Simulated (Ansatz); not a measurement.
## SnO$_{2}$, one cell by several methods

```
Sn O
1.0
     4.73735   -0.04737   -0.04737
    -0.04737    4.73735   -0.04737
    -0.03186   -0.03186    3.18640
Sn O
2 4
Cartesian
  0.0000 0.0000 0.0000
  2.3291 2.3291 1.5458
  1.4334 1.4334 -0.0290
  0.8667 3.7914 1.5458
  3.2566 3.2566 -0.0658
  3.7914 0.8667 1.5458
```

Atoms are numbered in the order listed.

The conventional cell has a = 6.633 Å, b = 6.767 Å, c = 3.187 Å, α = 90.00°, β = 91.63°, γ = 90.00°. Sn (atom 1) has 6 O at 2.03 to 2.07 Å as nearest neighbours. Sn (atom 2) has 6 O at 2.02 to 2.08 Å as nearest neighbours. Around O (atom 3) lie 3 Sn at 2.02 to 2.08 Å. O (atom 4) has 3 Sn at 2.07 Å as nearest neighbours.

Structure: COD 2101853, as refined from experiment and not relaxed. The listed cell was then made from it by scaling, straining or moving an atom.

No spin–orbit coupling, which matters for the heavy atoms here.

Methods: DFT, LDA, PAW with Ansatz's default frozen-core files, scalar-relativistic (Ansatz 0.2.0); DFT, LDA, all-electron LAPW, scalar-relativistic (Ansatz 0.2.0).

For PAW: a Γ-centred 4×4×6 k mesh, Fermi–Dirac smearing of 0.03 eV, cutoff 420 eV, no spin polarisation; the PAW files were made with PBE, and the program remakes their frozen cores for this functional. LAPW targets a basis error of 1 meV/atom. The Ansatz runs share mesh, smearing and spin set-up. Plane-wave (PAW) pressures include the program's estimate of the Pulay term.

Stress and pressure are positive in compression.

The change that made this cell: equal xy, yz and zx engineering shear strains of -2 %.

PAW results:

```csv
quantity,PAW
pressure (GPa),-0.75
stress xx (GPa),-0.94
stress zz (GPa),-0.36
stress yz (GPa),2.32
stress xz (GPa),2.32
stress xy (GPa),4.16
"force on O3, z (eV/Å)",-0.227
"force on O4, x (eV/Å)",-0.011
band gap (eV),1.106
```

What does all-electron LAPW give for the same quantities?


| quantity | LAPW |
| --- | --- |
| pressure (GPa) | -0.64 |
| stress xx (GPa) | -0.84 |
| stress zz (GPa) | -0.23 |
| stress yz (GPa) | 2.32 |
| stress xz (GPa) | 2.32 |
| stress xy (GPa) | 4.17 |
| force on O3, z (eV/Å) | -0.229 |
| force on O4, x (eV/Å) | -0.012 |
| band gap (eV) | 1.111 |
